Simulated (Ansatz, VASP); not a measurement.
# Ta2N in VASP and in Ansatz

File INCAR:

```
SYSTEM = Ta2N
PREC = Accurate
ENCUT = 520
EDIFF = 1E-7
ISMEAR = 0
SIGMA = 0.1
LREAL = .FALSE.
LASPH = .TRUE.
NELM = 60
ALGO = Normal
ISIF = 2
LWAVE = .FALSE.
LCHARG = .FALSE.
GGA = PE
NBANDS = 20
```

The input KPOINTS:

```
regular mesh
0
G
  15 15 8
  0 0 0
```

File POSCAR:

```
Ta2N
1.0
    3.1128615060      0.0000000000      0.0000000000
   -1.5564307530      2.6958171426      0.0000000000
    0.0000000000      0.0000000000      4.8698410000
Ta N
2 1
Direct
    0.6666666667      0.3333333333      0.7452890000
    0.3333333333      0.6666666667      0.3009137405
    0.0000000000      0.0000000000      0.0000000000
```

Input for Ansatz:

```yaml
crystal:
  lattice:
    - [3.112861506, 0.0, 0.0]
    - [-1.556430753, 2.6958171426, 0.0]
    - [0.0, 0.0, 4.869841]
  atoms:
    - { symbol: Ta, position: [0.6666666667, 0.3333333333, 0.745289] }
    - { symbol: Ta, position: [0.3333333333, 0.6666666667, 0.3009137405] }
    - { symbol: "N", position: [0.0, 0.0, 0.0] }
basis:
  ecutwfc: 420
kpoints:
  mp_grid: { grid: [15, 15, 8] }
hamiltonian:
  xc: pbe
scf:
  occupations: { method: gaussian, width: 0.1 }
output:
  forces: true
  stress: true
  eigenvalues: true
  populations: true
```

Change from the starting cell: one atom moved.

Alike in both runs: task single point; functional PBE; k mesh 15 × 15 × 8; occupations gaussian, width 0.1 eV; no spin polarisation.

|  | VASP | Ansatz |
| --- | --- | --- |
| version | VASP 6.6.1 | Ansatz 0.2.0 |
| potentials or method | VASP PAW PBE potentials, release 64 (Ta_pv, N) | scalar-relativistic, plane waves, PAW |
| plane-wave cutoff (eV) | 520 | 420 |
| valence electrons in the cell | 27 | 31 |

```tsv
	VASP	Ansatz	Ansatz less VASP
gap on the k mesh at the Fermi level (eV)	none	none	-
pressure (GPa)	-0.4	-0.7	-0.33
largest component of the traceless stress (GPa)	3.82	3.87	+0.045
rms of the force components (eV/Å)	1.492	1.511	+0.0191
```

Atom by atom the forces differ by 0.023 eV/Å (rms over components). A gap of «none» marks a metal or a gap that the smearing closes. With one functional, cell and mesh, what is left measures potentials, basis and numerics. The two sets of potentials don't hold the same shells in valence.

Caveats: forces of over 1 eV/Å show positions far from the minimum, so gaps and moduli don't describe the material at rest. The runs have no spin-orbit coupling, so splittings on Ta are missing.
